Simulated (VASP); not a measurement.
Wanted: the native input for a VASP 6.6.1 run.

```
Task                   : single point
Functional             : PBE
Potentials or basis    : VASP PAW PBE potentials, release 64 (Si)
Cutoff                 : 520 eV
k mesh                 : 10 × 8 × 12
Occupations            : gaussian, width 0.1 eV
Spin                   : no spin polarisation
Dipole correction      : no
Further INCAR settings : ALGO = Fast; EDIFF = 1e-06; NBANDS = 16
```

The structure of Si lies in POSCAR:

```
Si
1.0
    4.2142065843      0.0000000000      0.0000000000
    0.0000000000      5.9597881062      0.0000000000
    0.0000000000      0.0000000000      3.4897675111
Si
4
Direct
    0.0000000000      0.0000000000      0.0000000000
    0.5000000000      0.5000000000      0.5000000000
    0.0000000000      0.2500000000      0.5000000000
    0.5000000000      0.7500000000      0.0000000000
```

This isn't the form of Si at room conditions, which is diamond.

One way to write it, as run:

INCAR

```
SYSTEM = Si
PREC = Accurate
ENCUT = 520
EDIFF = 1E-6
ISMEAR = 0
SIGMA = 0.1
LREAL = .FALSE.
LASPH = .TRUE.
NELM = 100
ALGO = Fast
ISIF = 2
LWAVE = .FALSE.
LCHARG = .FALSE.
GGA = PE
NBANDS = 16
```

KPOINTS

```
Automatic mesh
0
G
  10 8 12
  0 0 0
```

Potentials or basis: VASP PAW PBE potentials, release 64 (Si).

Command:

```sh
$ cat potpaw_PBE.64/Si/POTCAR > POTCAR
$ mpirun -np 1 vasp_std > vasp.out
```

Results of the run:

The pressure is -2.9 GPa. The largest force is 1.165 eV/Å and the band gap on the k mesh is none (metal or under the smearing width).

Caveat: forces of over 1 eV/Å show positions far from the minimum, so gaps and moduli don't describe the material at rest.

Wall time 100 s on 1 thread of Intel(R) Xeon(R) 6975P-C (Granite Rapids), on a shared host, peak memory 0.34 GiB.
